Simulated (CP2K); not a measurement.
# Y under changes of volume

One of the cells (33.240 Å³/atom); the others are scaled copies at fixed shape and fractional positions:

```xyz
1
Lattice="3.6091 0.0000 0.0000 1.8045 3.1255 0.0000 1.8045 1.0418 2.9468" Properties=species:S:1:pos:R:3 pbc="T T T"
Y     0.0000    0.0000    0.0000
```

This isn't the form of Y at room conditions, which is hcp.

```yaml
Program: CP2K 2026.2
Functional: PBE
Dispersion: D4
Potentials_or_basis: POTENTIAL_UZH Y GTH-PBE-q11; TZVP-MOLOPT-PBE-GTH basis
Density_cutoff: 6123 eV
k_mesh: 9 × 9 × 9
Occupations: methfessel-paxton, width 0.2 eV
Spin: no spin polarisation
```

| volume (Å³/atom) | energy over the lowest point (meV/atom) | pressure (GPa) |
| --- | --- | --- |
| 31.246 | 0.00 | 0.4 |
| 31.911 | 0.23 | -0.5 |
| 32.576 | 3.88 | -1.3 |
| 33.240 | 10.69 | -2.0 |
| 33.905 | 20.38 | -2.7 |
| 34.570 | ? | ? |
| 35.235 | 47.47 | -3.8 |

Q: What does the run at 34.570 Å³/atom give?

A: Energy over the lowest point 32.72 meV/atom; pressure -3.3 GPa.

Worked out: A Birch-Murnaghan fit of order 3 (a polynomial in V^(-2/3)) to the other rows has its minimum at 31.54 Å³/atom with B0 = V·E''(V) = 41 GPa and B' = 3.2. It gives 32.72 meV/atom at 34.570 Å³/atom, against the run's 32.72, and -dE/dV = -3.3 GPa, against -3.3.

Caveats: the basis of atomic orbitals isn't converged, which shifts pressures, moduli and gaps; pairwise dispersion overbinds metals, which lowers pressure and volume.
